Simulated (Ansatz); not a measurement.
**Generalised stacking fault in SnO**

These are results of Ansatz 0.2.0, DFT PBEsol, scalar-relativistic, plane waves, PAW, not measurements. Cutoff 420 eV, Γ-centred 8×5×3 k-points, Gaussian smearing of 0.05 eV. No spin polarisation. Energies are free energies at this smearing, counted from the undisturbed cell; pressure is positive in compression.

The starting cell (relaxed at this level; this form isn't the usual structure):

```
CELL_PARAMETERS angstrom
-3.31561 0.00000 0.00000
0.00000 -5.70500 0.00000
0.00000 0.00000 11.68249
ATOMIC_POSITIONS crystal
Sn 0.00000 0.76621 0.88369
Sn 0.00000 0.76621 0.21702
Sn 0.00000 0.76621 0.55036
Sn 0.50000 0.23379 0.71702
Sn 0.50000 0.23379 0.05036
Sn 0.50000 0.23379 0.38369
O 0.00000 0.11464 0.94958
O 0.00000 0.11464 0.28291
O 0.00000 0.11464 0.61624
O 0.50000 0.88536 0.78291
O 0.50000 0.88536 0.11624
O 0.50000 0.88536 0.44958
```

The cell holds layers and no dispersion correction was added, so their binding is poorly described.

The cut lies on the cell's a–b face, a (0 0 1) plane (indices in the standard cell, whose axes needn't be the Cartesian ones shown) of area 18.92 Å², between layers 1.18 Å apart. Vector c is tilted by f times 1·a − 1·b (length 6.599 Å) with the atoms' Cartesian places fixed: one unrelaxed fault a cell.

| f | γ (mJ/m²) | shear traction, the slope of γ along the slip (GPa) | gap on the mesh (eV) |
| --- | --- | --- | --- |
| 0.0000 | 0 | 0.0 | 1.34 |
| 0.0833 | 866 | 33.6 | 1.34 |
| 0.1667 | 3382 | 47.9 | 0.70 |
| 0.2500 | 5006 | 10.4 | 0.61 |
| 0.3333 | 5650 | 24.2 | 0.36 |
| 0.4167 | 7701 | 39.8 | 0.12 |
| 0.5000 | 8715 | -9.2 | 0.00 |
| 0.5833 | 7021 | -43.3 | 0.00 |
| 0.6667 | 4820 | -33.4 | 0.00 |
| 0.8333 | 1850 | -26.8 | 0.05 |

Where the gap reads zero the k-mesh, chosen for the insulator, is on the coarse side.

Cost: 10 runs of about 25 core-minutes in all, on Intel Xeon Processor @ 2.50GHz (Skylake/Cascade Lake) (shared hosts).